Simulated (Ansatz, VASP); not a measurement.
## Two plane-wave programs on LiCl

Contents of INCAR:

```
SYSTEM = LiCl
PREC     = Accurate       ! precision mode
ENCUT    = 520            ! plane-wave cutoff, eV
EDIFF    = 1E-6           ! SCF threshold, eV
ISMEAR   = 0              ! smearing method
SIGMA    = 0.1            ! smearing width, eV
LREAL    = .False.        ! projectors in reciprocal space
LASPH    = .True.         ! aspherical terms in the spheres
NELM     = 100            ! most SCF steps
ALGO     = Normal         ! electronic algorithm
ISIF     = 2              ! what is computed and relaxed
LWAVE    = .False.        ! write WAVECAR
LCHARG   = .False.        ! write CHGCAR
GGA      = PE             ! functional
NBANDS   = 30             ! bands
```

Contents of KPOINTS:

```
Automatic mesh
0
Gamma
  4 4 6
  0 0 0
```

The input POSCAR:

```
LiCl
1.0
    5.9576849500      0.0000000000      0.0000000000
    0.0000000000      5.9576849500      0.0000000000
    0.0000000000      0.0000000000      3.2523762300
Li Cl
4 4
Direct
    0.6692432600      0.6692432600      0.5000000000
    0.1692432600      0.8307567400      0.2500000000
    0.3307567400      0.3307567400      0.0000000000
    0.8307567400      0.1692432600      0.7500000000
    0.8307567400      0.8307567400      0.0000000000
    0.3307567400      0.6692432600      0.7500000000
    0.1692432600      0.1692432600      0.5000000000
    0.6692432600      0.3307567400      0.2500000000
```

Input for Ansatz:

```yaml
crystal:
  lattice:
    - [5.95768495, 0.0, 0.0]
    - [0.0, 5.95768495, 0.0]
    - [0.0, 0.0, 3.25237623]
  atoms:
    - { symbol: Li, position: [0.66924326, 0.66924326, 0.5] }
    - { symbol: Li, position: [0.16924326, 0.83075674, 0.25] }
    - { symbol: Li, position: [0.33075674, 0.33075674, 0.0] }
    - { symbol: Li, position: [0.83075674, 0.16924326, 0.75] }
    - { symbol: Cl, position: [0.83075674, 0.83075674, 0.0] }
    - { symbol: Cl, position: [0.33075674, 0.66924326, 0.75] }
    - { symbol: Cl, position: [0.16924326, 0.16924326, 0.5] }
    - { symbol: Cl, position: [0.66924326, 0.33075674, 0.25] }
basis:
  ecutwfc: 420
kpoints:
  mp_grid: { grid: [4, 4, 6] }
hamiltonian:
  xc: pbe
scf:
  occupations: { method: gaussian, width: 0.1 }
  lower_state_search: "off"
output:
  forces: true
  stress: true
  eigenvalues: true
```

Alike in both runs: task single point; functional PBE; k mesh 4 × 4 × 6; occupations gaussian, width 0.1 eV; no spin polarisation.

|  | VASP | Ansatz |
| --- | --- | --- |
| version | VASP 6.6.1 | Ansatz 0.2.0 |
| potentials or method | VASP PAW PBE potentials, release 64 (Li_sv, Cl) | scalar-relativistic, plane waves, PAW |
| plane-wave cutoff (eV) | 520 | 420 |
| valence electrons in the cell | 40 | 40 |

VASP gave:

- gap on the k mesh at the Fermi level (eV): 6.28
- least direct gap on the mesh (eV): 6.54
- rms of the force components (eV/Å): 0.124

Q: What did Ansatz give for the same quantities?

A: gap on the k mesh at the Fermi level (eV): 6.25; least direct gap on the mesh (eV): 6.51; rms of the force components (eV/Å): 0.119.

Atom by atom the forces differ by 0.006 eV/Å (rms over components).

 A k mesh can miss the band edges. Expect the measured gap to be larger: semilocal functionals such as PBE lack the derivative discontinuity.
